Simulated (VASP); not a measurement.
Crystal: HfN.

```
CELL_PARAMETERS angstrom
0.00000 2.25600 2.25600
2.25600 0.00000 2.25600
2.25600 2.25600 0.00000
ATOMIC_POSITIONS crystal
Hf 0.00000 0.00000 0.00000
N 0.50000 0.50000 0.50000
```

Base run:

```yaml
Program: VASP 6.6.1
Functional: PBE
Potentials_or_basis: VASP PAW PBE potentials, release 64 (Hf_pv, N)
Cutoff: 520 eV
k_mesh: 10 × 10 × 10
Occupations: fermi-dirac, width 0.05 eV
Spin: no spin polarisation
```

Its results: band gap on the k mesh none (metal or under the smearing width); pressure 4.2 GPa.

Problem. The run is repeated on the same cell with these changes: functional from PBE to PBEsol. What comes out?

Solution. Band gap on the k mesh none (metal or under the smearing width); pressure -4.1 GPa.

PBEsol binds more tightly than PBE, so the same cell stands under less pressure.

Caveats: the PAW data sets were made with another functional, which shifts forces and pressure a little (some runs).

Not every run made on this cell is shown here.
